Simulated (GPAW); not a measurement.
Runs of GPAW 26.7.0 on SnTe. The structure is cubic, space group Fm-3m (No. 225). Conventional cell: a = 6.302 Å, b = 6.302 Å, c = 6.302 Å, α = 90.00°, β = 90.00°, γ = 90.00°. Te (site symmetry m-3m) is surrounded by 6 Sn at 3.15 Å. Around Sn (site symmetry m-3m) lie 6 Te at 3.15 Å. 

```tsv
level	potentials or basis	gap on the mesh (eV)
RPBE	the program's PAW data sets (release 1.2.1) made for this functional, pw	0.08
PBEsol	PAW data sets generated in the run's folder for this functional, pw	0.15
AM05	PAW data sets generated in the run's folder for this functional, pw	(a)
LDA	the program's PAW data sets (release 1.2.1) made for this functional, pw	0.11
```

Alike in all rows: task dielectric tensor; no spin polarisation; cell as given; k mesh 6 × 6 × 6; cutoff (eV) 400; smearing fermi-dirac 0.001 eV.

Q: Estimate the missing entries.

A: (a) 0.12.

Caveats: the gap is small at this level, which inflates the dielectric constant; the long-wavelength limit can be off by a per cent or two; spin-orbit coupling is left out, which moves the levels of the heavy elements.

A k mesh can miss the band edges, and the runs leave out spin-orbit coupling on Sn, Te.

Runs at the PBE level aren't shown here.
